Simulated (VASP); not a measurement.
Crystal: CdSe (Cadmoselite).

```
Cd Se
1.0
     4.30000    0.00000    0.00000
    -2.15000    3.72391    0.00000
     0.00000    0.00000    7.02000
Cd Se
2 2
Cartesian
  0.0000 2.4826 0.0000
  2.1500 1.2413 3.5100
  0.0000 2.4826 2.7027
  2.1500 1.2413 6.2127
```

| Quantity | Value |
| --- | --- |
| Program | VASP 6.6.1 |
| Task | relaxation of cell and atoms |
| Functional | PBE |
| Potentials or basis | VASP PAW PBE potentials, release 64 (Cd, Se) |
| Cutoff | 600 eV |
| k mesh | 9 × 9 × 4 |
| Occupations | gaussian, width 0.03 eV |
| Spin | no spin polarisation |

At the start: pressure 3.3 GPa; volume 28.10 Å³/atom.

**Question.** How do energy, volume and symmetry change on relaxing?

**Answer.** Over 9 steps the energy falls by 21.9 meV/atom and the volume is 29.90 Å³/atom (+6.4 %); space group P6_3mc (No. 186, to 0.05 Å).

The path:
| step | energy change (eV) | largest force (eV/Å) | pressure (GPa) | volume (Å³) |
| --- | --- | --- | --- | --- |
| 1 | 0.0000 | 0.2908 | 3.29 | 112.41 |
| 2 | -0.0773 | 0.0487 | -0.86 | 122.04 |
| 3 | -0.0835 | 0.0922 | -0.09 | 119.80 |
| 4 | -0.0835 | 0.0953 | -0.01 | 119.65 |
| 5 | -0.0848 | 0.0650 | 0.04 | 119.49 |
| 6 | -0.0857 | 0.0135 | 0.14 | 119.23 |
| 7 | -0.0868 | 0.0095 | 0.02 | 119.52 |
| 8 | -0.0874 | 0.0029 | -0.14 | 119.97 |
| 9 | -0.0877 | 0.0071 | 0.01 | 119.58 |

Final structure:
```xyz
4
Lattice="4.3895 0.0000 0.0000 -2.1947 3.8014 0.0000 0.0000 0.0000 7.1666" Properties=species:S:1:pos:R:3 pbc="T T T"
Cd    0.0000    2.5343    0.0325
Cd    2.1947    1.2671    3.6158
Se    0.0000    2.5343    2.7267
Se    2.1947    1.2671    6.3100
```
